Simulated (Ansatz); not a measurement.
Here is an Ansatz 0.2.0 calculation.

input.yaml

```yaml
crystal:
  lattice:
    - [2.9916, 0.0, 0.0]
    - [0.0, 2.9916, 0.0]
    - [0.0, 0.0, 2.9916]
  atoms:
    - { symbol: Ru, position: [0.5, 0.5, 0.5] }
    - { symbol: Al, position: [0.0, 0.0, 0.0] }
hamiltonian:
  xc: pbesol
  pseudopotentials: { kind: paw_fr }
magnetization:
  noncollinear: true
  spin_orbit: true
kpoints:
  mp_grid: { grid: [7, 7, 7] }
  band_path:
    path:
      - [[0.0, 0.0, 0.0], [0.0, 0.5, 0.0], [0.5, 0.5, 0.0], [0.0, 0.0, 0.0], [0.5, 0.5, 0.5], [0.0, 0.5, 0.0]]
      - [[0.5, 0.5, 0.0], [0.5, 0.5, 0.5]]
    npoints: 14
scf:
  occupations: { method: fermi_dirac, width: 0.05 }
  n_extra_bands: 6
output:
  forces: true
  stress: true
  eigenvalues: true
  fatbands: true
```

Potentials or basis: Ansatz PAW.

Run with:

```sh
$ ansatz run input.yaml --threads 2 --pin off --max-ram 5632MiB --backend cpu --events-out ev --progress --plain --runs-dir out
```

**Question.** What does it give for the pressure?

**Answer.** -3.3 GPa.

**Question.** What does it give for the band gap on the k mesh?

**Answer.** None (metal or under the smearing width).

Levels at the corners of the path, in eV from the Fermi level:
| point | band 14 | band 15 | band 16 | band 17 | band 18 | band 19 | band 20 | band 21 | band 22 | band 23 |
| --- | --- | --- | --- | --- | --- | --- | --- | --- | --- | --- |
| Γ | -3.63 | 0.09 | 0.09 | 0.09 | 0.09 | 0.31 | 0.31 | 5.84 | 5.84 | 6.13 |
| X | -2.83 | -1.69 | -1.69 | -1.57 | -1.57 | 0.43 | 0.43 | 2.26 | 2.26 | 7.39 |
| M | -1.50 | -1.29 | -1.29 | -1.25 | -1.25 | -1.13 | -1.13 | 1.50 | 1.50 | 5.25 |
| Γ | -3.63 | 0.09 | 0.09 | 0.09 | 0.09 | 0.31 | 0.31 | 5.84 | 5.84 | 6.13 |
| R | -4.60 | 1.59 | 1.59 | 1.59 | 1.59 | 2.57 | 2.57 | 3.70 | 3.70 | 4.24 |
| X | -2.83 | -1.69 | -1.69 | -1.57 | -1.57 | 0.43 | 0.43 | 2.26 | 2.26 | 7.39 |
| M | -1.50 | -1.29 | -1.29 | -1.25 | -1.25 | -1.13 | -1.13 | 1.50 | 1.50 | 5.25 |
| R | -4.60 | 1.59 | 1.59 | 1.59 | 1.59 | 2.57 | 2.57 | 3.70 | 3.70 | 4.24 |

Caveat: the PAW data sets come from PBE, with cores solved anew for the run's functional, which leaves a small shift of forces and pressure.
